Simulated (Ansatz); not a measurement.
# A series in volume per atom on Ru

Equation of state of a cubic crystal from periodic Kohn-Sham density functional theory without spin; pressure corrected for the finite basis. The results are calculated, by Ansatz 0.2.0 development build.

Cell of the first row (space group Fd-3m, No. 227):
```
Ru
1.0
      0.0000     2.6725     2.6725
      2.6725     0.0000     2.6725
      2.6725     2.6725     0.0000
Ru
2
Direct
  0.00000 0.00000 0.00000
  0.25000 0.25000 0.25000
```

Settings of every row: formula Ru; structure type diamond; functional PBE; spin treatment none; k mesh 17x17x17; occupation method fermi-dirac; occupation width 0.061225619 eV; wave cutoff 700 eV; datasets hard PAW; density cutoff ratio 4.

Limits: a cubic model structure, not a phase known at ambient conditions; modest k-mesh, values are not fully converged in k; some atoms lie unusually close (a squeezed, shaken or made-up cell); the SCF threshold is loose for a stress in some rows.

```
row  volume per atom (Å³)  pressure (GPa)  energy above lowest point (meV/atom)
  1                19.089          11.503                                 40.64
  2                19.495           7.167                                 17.08
  3                19.901           3.299                                  3.91
  4                20.307           -0.15                                     0
  5                20.713          -3.224                                  4.35
  6                21.119               ?                                     ?
  7                21.526          -8.399                                 34.32
```

Question: what pressure and energy above lowest point should row 6 give?

Worked fit of pressure. Take u = (V_r/V)^(2/3) − 1 with V_r = 20.104 Å³ an atom, which is twice the finite (Eulerian) strain; such expansions in the strain, on which the Birch-Murnaghan equation of state is built, carry the rest volume and the bulk modulus. The shown rows have u = 0.03514, 0.02072, 0.00679, -0.00668, -0.0197, -0.04454. Least squares give pressure = 1.525 + 256.026 × u + 772.98 × u² + 613 × u³ GPa; a parabola predicts inner rows, each left out in turn, worse (root mean square 0.012 against 0.0013 GPa). The rows lie off it by 0.000, 0.000, 0.000, 0.001, -0.001, 0.000. The pressure vanishes at u = -0.0061, or V = 20.29 Å³ an atom, and there the bulk modulus at fixed shape and fractions is B = −V dP/dV = (2/3)(1 + u) dP/du = 163 GPa. The withheld row has u = -0.0323, so the fit gives 1.525 + 256.026 × (-0.0323) + 772.98 × (-0.0323)² + 613 × (-0.0323)³ = -5.959 GPa.

The calculation gave -5.962 GPa. The fit lies 0.003 GPa (0.015 % of the column's range) above it; its largest miss of a shown row is 0.001 GPa.

Worked fit of energy above lowest point. Take u = (V_r/V)^(2/3) − 1 with V_r = 20.104 Å³ an atom, which is twice the finite (Eulerian) strain; such expansions in the strain, on which the Birch-Murnaghan equation of state is built, carry the rest volume and the bulk modulus. The shown rows have u = 0.03514, 0.02072, 0.00679, -0.00668, -0.0197, -0.04454. Least squares give energy above lowest point = 0.865 + 286.98 × u + 23719.6 × u² + 9260 × u³ meV/atom; a parabola predicts inner rows, each left out in turn, worse (root mean square 0.18 against 0.0071 meV/atom). All shown rows lie on it to the printed digit. Its lowest point lies at u = -0.0061, or V = 20.29 Å³ an atom, and the curvature there gives the bulk modulus at fixed shape and fractions, B = (4/9)(1 + u)² E″(u)/V = 163 GPa. The withheld row has u = -0.0323, so the fit gives 0.865 + 286.98 × (-0.0323) + 23719.6 × (-0.0323)² + 9260 × (-0.0323)³ = 16.03 meV/atom.

The calculation gave 16.06 meV/atom. The fit lies 0.03 meV/atom (0.074 % of the column's range) below it; its largest miss of a shown row is 0.00 meV/atom.
